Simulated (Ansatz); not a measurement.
# Sn: the cost of one run

Program: Ansatz 0.2.0. Level of theory: DFT PBE, scalar-relativistic, plane waves, PAW. These are calculated values, not measurements.

3 further runs of the same task are left out: 1 for a known fault of the program, 2 set aside as unsound or not needed.

### Step 1. The system as given

The structure is tetragonal, space group I4/mmm (No. 139). The conventional cell has a = 3.182 Å, b = 3.182 Å, c = 5.831 Å, α = 90.00°, β = 90.00°, γ = 90.00°. Sn (site symmetry 4/mmm) has 4 Sn at 3.18 Å as nearest neighbours.

As a file:

```
Sn
1.0
    -1.59075    1.59075    2.91565
     1.59075   -1.59075    2.91565
     1.59075    1.59075   -2.91565
Sn
1
Direct
  0.00000 0.00000 0.00000
```

The structure comes from the Crystallography Open Database.

### Step 6. The grid

Gamma surface: rigid slide across a plane, one fault a cell; the plane is (0 1 1) of the conventional cell.

The axes are (1) slide along a1: 6 values from 0.000 to 0.833, periodic; (2) slide along a2: 6 values from 0.000 to 0.833, periodic.

Nothing else is relaxed (rigid halves, spacing across the cut fixed). Energies count from the perfect crystal. Points are written as (first, second).

The two vectors of the plane (Å): (-1.741, 1.741, -2.309); (-1.741, -1.741, 2.309).

(The set-up runs are not shown.)

### Step 7. Point (0/6, 4/6) of the map's two axes

The input, input.yaml:

```yaml
crystal:
  lattice:
    - [-1.7405406939, 1.7405406939, -2.3093247896]
    - [-1.7405406939, -1.7405406939, 2.3093247896]
    - [-1.1603604626, 9.2828837008, 6.1581994388]
  atoms:
    - { symbol: Sn, position: [0.0, -0.5833333333, 0.875] }
    - { symbol: Sn, position: [0.25, 0.6666666667, 0.125] }
    - { symbol: Sn, position: [0.5, 0.25, 0.375] }
    - { symbol: Sn, position: [0.75, -0.1666666667, 0.625] }
basis:
  ecutwfc: 420
kpoints:
  mp_grid: { grid: [15, 15, 4] }
hamiltonian:
  xc: pbe
scf:
  occupations: { method: gaussian, width: 0.15 }
output:
  forces: true
  stress: true
  eigenvalues: true
```

On the command line:

```bash
ansatz run input.yaml --threads 2 --pin off --max-ram 4096MiB --backend cpu --events-out ev --progress --plain --runs-dir out
```

**Question.** How long does this run take on 2 threads of Arm Neoverse N1, shared host, and how much memory does it need?

About 67 s, with a peak of 1.2 GiB.
